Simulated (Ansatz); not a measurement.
# Ti: response to strain

Aim: deform Ti (zz strain of +1 %) and compute stress, forces and field gradients with LAPW, PAW and all-electron datasets made for the crystal.

Computed with Ansatz 0.2.0 (DFT PBE, scalar-relativistic, unless a step's input says otherwise).

### Step 1. Starting point

Symmetry: Im-3m, No. 229, cubic system. Conventional cell: a = 3.282 Å, b = 3.282 Å, c = 3.282 Å, α = 90.00°, β = 90.00°, γ = 90.00°. Around Ti (site symmetry m-3m) lie 8 Ti at 2.84 Å.

As a file:

```cif
data_structure
_symmetry_space_group_name_H-M 'Im-3m'
_symmetry_Int_Tables_number 229
_cell_length_a 3.2820
_cell_length_b 3.2820
_cell_length_c 3.2820
_cell_angle_alpha 90.000
_cell_angle_beta 90.000
_cell_angle_gamma 90.000
_cell_volume 35.35
loop_
_atom_site_label
_atom_site_type_symbol
_atom_site_symmetry_multiplicity
_atom_site_Wyckoff_symbol
_atom_site_fract_x
_atom_site_fract_y
_atom_site_fract_z
_atom_site_occupancy
Ti1 Ti 2 a 0.00000 0.00000 0.00000 1
```

The file gives the conventional cell by its symmetry; the runs use the cell typed in the input.

### Step 2. After the deformation

Space group Im-3m before, I4/mmm after.

### Step 3. LAPW, all electrons

Contents of input.yaml:

```yaml
crystal:
  lattice:
    - [-1.641, 1.641, 1.65741]
    - [1.641, -1.641, 1.65741]
    - [1.641, 1.641, -1.65741]
  atoms:
    - { symbol: Ti, position: [0.0, 0.0, 0.0] }
kpoints:
  mp_grid: { grid: [14, 14, 14] }
  band_path:
    path:
      - [0.0, 0.0, 0.0]
      - [0.0, 0.0, 0.5]
      - [0.25, 0.25, 0.25]
      - [0.0, 0.5, 0.0]
      - [0.0, 0.0, 0.0]
      - [0.5, 0.5, -0.5]
      - [0.4950740124, 0.5049259876, -0.4950740124]
      - [-0.4950740124, 0.4950740124, 0.4950740124]
      - [0.0, 0.0, 0.0]
    npoints: 5
scf:
  occupations: { method: fermi_dirac, width: 0.05 }
hamiltonian:
  xc: pbe
  pseudopotentials: { kind: all_electron, lapw: { basis_error: 0.00025 } }
output:
  forces: true
  stress: true
  eigenvalues: true
```

Launch:

```
> ansatz run input.yaml --threads 1 --pin off --max-ram 3072MiB --backend cpu --events-out ev --progress --plain --runs-dir out
```

Output, cut to the lines that bear on the results:

```text
LAPW: plane waves up to 8.284 Å⁻¹, error target 2.5e-4 eV per atom; small_component_spin mean_spin; Ti in spheres of 1.426 Å, 12 of its electrons in bands, Dirac shells []
[...]
Pseudopotentials: kind: all_electron
Pseudopotential: Ti, LAPW, valence charge 12, Koelling and Harmon's equation, gaussian nucleus
Functional definition: PBE
[...]
Crystal: 1 atoms, lattice volume = 17.853 Å³
Basis set: ecut = 261.4663238781087 eV, 177 PW (Γ), exchange–correlation at level 2
Bands: 10, of which v1, the nominal top of the filled ones, is band 6 counted from 1 (5 counted from 0)
Symmetry: 16 space group operations
Space group: I4/mmm (ITA 139), of the structure as read, at distance tolerance 2.6e-5 Å
k-points: 244 of 2744
[...]
SCF iter   1: F=—  HF=-23233.387239 eV  |F-HF|=—  |Δ(HF+E_count)|=         —  Δρ=2.35e-2  dr2=7.52e-2  ethr=6.22e-4  ⟨swp⟩=2.7  Hψ=17926  notcnv=0
[...]
SCF iter   6: F=-23233.222139 eV  HF=-23233.222139 eV  |F-HF|=1.28e-8  |Δ(HF+E_count)|=   4.44e-7  Δρ=4.19e-6  dr2=2.08e-9  ethr=1.54e-9  ⟨swp⟩=2.0  Hψ=7186  notcnv=0
[...]
NSCF: frozen V_eff on 41 k-points
SCF converged after 6 iterations
Free energy (F): -23233.222139 eV
[...]
E sigma→0 (E₀):  -23233.211736 eV
Entropy (-TS):   -0.020806 eV (-20.806 meV/atom)
Fermi energy:    13.098826 eV
[...]
--- Forces (eV/Å), atoms counted from 1 ---
  atom   1  Ti    -0.00000000     0.00000000     0.00000000
[...]
--- Stress (GPa, compression-positive) ---
       -3.453435      -0.000000       0.000000
       -0.000000      -3.453435      -0.000000
        0.000000      -0.000000      -3.179913
  P = ⅓ Tr σ = -3.3623 GPa (-33.623 kbar)
--- Band table (eV; the first three rows and the last of 244) ---
  k-point 0: bands = ["-43.4429", "-19.3440", "-19.3440", "-19.3431", "7.2342", "14.0493", "14.0493", "14.1173", "15.7328", "15.8124"]
[...]
```

Wall time 8.3 s (1 thread of Intel Xeon 6975P-C (Granite Rapids), shared host); peak memory 0.41 GiB.

This run gives: pressure -3.36 GPa; no gap.

### Step 4. PAW on the default files

Contents of input.yaml:

```yaml
crystal:
  lattice:
    - [-1.641, 1.641, 1.65741]
    - [1.641, -1.641, 1.65741]
    - [1.641, 1.641, -1.65741]
  atoms:
    - { symbol: Ti, position: [0.0, 0.0, 0.0] }
kpoints:
  mp_grid: { grid: [14, 14, 14] }
scf:
  occupations: { method: fermi_dirac, width: 0.05 }
hamiltonian:
  xc: pbe
  pseudopotentials: { kind: paw }
output:
  forces: true
  stress: true
  eigenvalues: true
  efg: { contact_densities: true }
```

Launch:

```
> ansatz run input.yaml --threads 1 --pin off --max-ram 3072MiB --backend cpu --events-out ev --progress --plain --runs-dir out
```

Output, cut to the lines that bear on the results:

```text
[...]
Pseudopotentials: kind: paw
Pseudopotential: Ti, paw, valence charge 12, recommended cutoff 420 eV (normal)
[... 1 set-up line as earlier in the session ...]
[...]
Crystal: 1 atoms, lattice volume = 17.853 Å³
Basis set: ecut = 420 eV, 369 PW (Γ), exchange–correlation on 40×40×40 points (8 copies of the dense FFT grid, shifted against one another)
Bands: 10, of which v1, the nominal top of the filled ones, is band 6 counted from 1 (5 counted from 0)
[... 2 set-up lines as earlier in the session ...]
k-points: 244 of 2744
[...]
SCF iter   1: F=—  HF=-2499.558480 eV  |F-HF|=—  |Δ(HF+E_count)|=         —  Δρ=2.14e-3  dr2=7.34e-4  ethr=1.77e-3  ⟨swp⟩=4.4  Hψ=12998  notcnv=0
[...]
SCF iter   6: F=-2499.558246 eV  HF=-2499.558246 eV  |F-HF|=3.39e-10  |Δ(HF+E_count)|=   1.60e-9  Δρ=1.61e-6  dr2=5.26e-10  ethr=9.37e-11  ⟨swp⟩=1.5  Hψ=7544  notcnv=0
[...]
SCF converged after 6 iterations
Free energy (F): -2499.558246 eV
[...]
E sigma→0 (E₀):  -2499.547842 eV
Entropy (-TS):   -0.020809 eV (-20.809 meV/atom)
Fermi energy:    12.696787 eV
[...]
--- Forces (eV/Å), atoms counted from 1 ---
  atom   1  Ti    -0.00000000     0.00000000    -0.00000000
[...]
--- Stress (GPa, compression-positive) ---
       -3.446723       0.000000      -0.000000
        0.000000      -3.446723       0.000000
       -0.000000       0.000000      -3.175322
  P = ⅓ Tr σ = -3.3563 GPa (-33.563 kbar)
--- PAW observables at the nuclei: V_zz in 10²¹ V/m², potentials from the cell's mean, atoms counted from 1 ---
  atom   1  Ti V_zz =    -0.000150   η = 0.0000   by run symmetry: allowed
            electrostatic potential = -2530.728839 V   contact ρ = 56790.360178 e/Å³
--- Band table (eV; the first three rows and the last of 244) ---
  k-point 0: bands = ["-43.8435", "-19.7442", "-19.7442", "-19.7432", "6.8313", "13.6468", "13.6468", "13.7148", "15.3306", "15.4103"]
[...]
```

It took 1.7 s on 1 thread of Intel Xeon 6975P-C (Granite Rapids), shared host; peak memory 0.41 GiB.

In short: pressure -3.36 GPa; no gap.

### Step 5. Datasets made for this crystal

Changes to input.yaml since step 4:

```diff
@@ -13,3 +13,3 @@
   xc: pbe
-  pseudopotentials: { kind: paw }
+  pseudopotentials: { kind: all_electron, datasets: crystal }
 output:
```

Launch:

```
> ansatz run input.yaml --threads 1 --pin off --max-ram 3072MiB --backend cpu --events-out ev --progress --plain --runs-dir out
```

Output, cut to the lines that bear on the results:

```text
[...]
band count auto-derived: 7 (N_el = 4.0; filled up to band 2; 6 by the electrons, moments and atoms)
[...]
[... 1 set-up line as earlier in the session ...]
Pseudopotential: Ti, paw, valence charge 12, recommended cutoff 260 eV (normal), Koelling and Harmon's equation, gaussian nucleus
[... 1 set-up line as earlier in the session ...]
[...]
Crystal: 1 atoms, lattice volume = 17.853 Å³
Basis set: ecut = 260 eV, 177 PW (Γ), exchange–correlation on 30×30×30 points (8 copies of the dense FFT grid, shifted against one another)
Bands: 7, of which v1, the nominal top of the filled ones, is band 2 counted from 1 (1 counted from 0)
[... 2 set-up lines as earlier in the session ...]
k-points: 244 of 2744
[...]
SCF iter   1: F=—  HF=-23233.440890 eV  |F-HF|=—  |Δ(HF+E_count)|=         —  Δρ=5.81e-2  dr2=6.55e-1  ethr=1.64e-2  ⟨swp⟩=2.1  Hψ=10542  notcnv=0
[...]
Fermi energy:    13.098735 eV
[...]
  The terms above E_closure are by the made datasets' own strengths, without shells solved beside the bands.
--- Forces (eV/Å), atoms counted from 1 ---
  atom   1  Ti     0.00000000     0.00000000    -0.00000000
[...]
--- Stress (GPa, compression-positive) ---
       -3.453055      -0.000000       0.000000
       -0.000000      -3.453055      -0.000000
        0.000000      -0.000000      -3.179468
  P = ⅓ Tr σ = -3.3619 GPa (-33.619 kbar)
  It holds what live shells' own plane waves past their cutoff add
--- PAW observables at the nuclei: V_zz in 10²¹ V/m², potentials from the cell's mean, atoms counted from 1 ---
  atom   1  Ti V_zz =    +0.000046   η = 0.0000   by run symmetry: allowed
            electrostatic potential = -2530.662383 V   contact ρ = 56837.756027 e/Å³
--- Band table (eV; the first three rows and the last of 244) ---
  k-point 0: bands = ["7.2342", "14.0491", "14.0491", "14.1172", "15.7327"]
[...]
```

It took 3.6 s on 1 thread of Intel Xeon 6975P-C (Granite Rapids), shared host; peak memory 0.39 GiB.

Result: pressure -3.36 GPa; no gap.

### Step 6. Stress and forces compared

Stress (GPa, compression positive):

```csv
method,xx,yy,zz,yz,xz,xy
LAPW,-3.45,-3.45,-3.18,0.00,0.00,0.00
PAW,-3.45,-3.45,-3.18,0.00,0.00,0.00
crystal datasets,-3.45,-3.45,-3.18,0.00,0.00,0.00
```

| method | pressure (GPa) | SCF cycles, all passes |
| --- | --- | --- |
| LAPW | -3.36 | 6 |
| PAW | -3.36 | 6 |
| crystal datasets | -3.36 | 7 |

### Step 7. What came out

```
                                 quantity                                              value
                                 pressure  LAPW -3.36, PAW -3.36, crystal datasets -3.36 GPa
largest shear or deviatoric stress (LAPW)                                           0.18 GPa
```

The largest part of the stress beyond the pressure is 0.18 GPa in size, in the zz component. No run of the undeformed cell stands beside it, so the pressure holds what the given cell had before the change. PAW: stress within 0.01 GPa of LAPW. Crystal datasets: stress within 0.01 GPa of LAPW.
